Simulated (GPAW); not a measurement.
**Effort and miss along a sweep of ecut: BaF2 (Fm-3m, 3 atoms in the cell)**

```yaml
crystal:
  lattice:
    - [0.00000, 3.09294, 3.09294]
    - [3.09294, 0.00000, 3.09294]
    - [3.09294, 3.09294, 0.00000]
  atoms:
    - { symbol: Ba, position: [0.00000, 0.00000, 0.00000] }
    - { symbol: F, position: [0.25000, 0.25000, 0.25000] }
    - { symbol: F, position: [0.75000, 0.75000, 0.75000] }
```

Level of theory: PBE, GPAW PAW datasets PBE (gpaw-data 1.0.1) (plane waves; GPAW).

Base settings: mode = pw; ecut = 900 eV; xc = PBE; kpts = 9 9 9; mesh shift (steps) = 0 0 0; occupations.name = fermi-dirac; occupations.width = 0.05 eV; nbands = -8; convergence.bands = -6; symmetry.symmorphic = false.

Misses are taken against the tightest run, 1800 eV, which need not be fully converged itself. The energy is the free energy per atom.

The count of work is k-points × plane waves × bands × iterations; it is no time, and leaves out set-up, grids and terms that scale otherwise. Core times come from one kind of shared machine and are given to one figure; runs under 30 s give none.

The starting cell comes from a database of computed structures (which also holds hypothetical and non-ambient phases and stackings), without a prior relaxation at this level. Its lattice was rescaled by a random factor within 2.5 % of one.

| ecut | energy less reference (meV/atom) | gap on the mesh less reference (eV) | count of work / reference | core time / reference (rough) |
|---|---|---|---|---|
| 360 eV | 1705.16 | -0.104 | 0.085 | – |
| 450 eV | 313.77 | -0.015 | 0.25 | – |
| 540 eV | 103.36 | -0.003 | 0.15 | – |
| 630 eV | 89.65 | -0.002 | 0.19 | – |
| 720 eV | 79.80 | -0.003 | 0.29 | – |
| 810 eV | 59.10 | -0.001 | 0.63 | 0.5 |
| 900 eV | 37.65 | -0.002 | 0.36 | – |
| 1035 eV | 15.44 | 0.000 | 0.63 | 0.6 |
| 1170 eV | 5.01 | 0.000 | 0.82 | 0.7 |
| 1350 eV | 0.85 | 0.002 | 1.0 | 0.8 |
| 1575 eV | 0.03 | 0.001 | 0.76 | 0.7 |
| 1800 eV | 0.00 | 0.000 | 1.0 | 1 |

Coarsest setting among those run that, with all tighter ones, holds the energy within 20 meV/atom of the reference: 1035 eV, off by 15 meV/atom; its saving against the reference is no more than about a factor of 2 in the count of work.

Coarsest setting among those run that, with all tighter ones, holds the energy within 0.5 meV/atom of the reference: 1575 eV, off by 0.03 meV/atom; its saving against the reference is no more than about a factor of 2 in the count of work.

The step from 540 eV to 900 eV: it takes the miss in the energy from 100 to 38 meV/atom, for 2.3 times the count of work.
